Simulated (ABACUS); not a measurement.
Crystal: Pt.

```xyz
1
Lattice="-1.9609 0.0000 1.9609 0.0000 1.9609 1.9609 -1.9609 1.9609 0.0000" Properties=species:S:1:pos:R:3 pbc="T T T"
Pt    0.0000    0.0000    0.0000
```

Base run:

| Item | Value |
| --- | --- |
| Program | ABACUS 3.10.1 |
| Functional | TASK |
| Potentials or basis | SG15 ONCV 1.2 PBE |
| Cutoff | 1320 eV |
| Density cutoff | 5279 eV |
| Basis | plane waves |
| k mesh | 8 × 8 × 8 |
| Occupations | fermi-dirac, width 0.05 eV |
| Spin | no spin polarisation |

Its results: band gap on the k mesh none (metal or under the smearing width); pressure 584.7 GPa.

Q: The run is repeated on the same cell with these changes: functional from TASK to r2SCAN. What comes out?

A: Band gap on the k mesh none (metal or under the smearing width); pressure 3.3 GPa.

Caveats: the potentials were made for another functional, which shifts forces and pressure; a pressure of tens of GPa on the cell as given is suspect, and the run, the potentials or the cell itself is likely at fault (some runs).
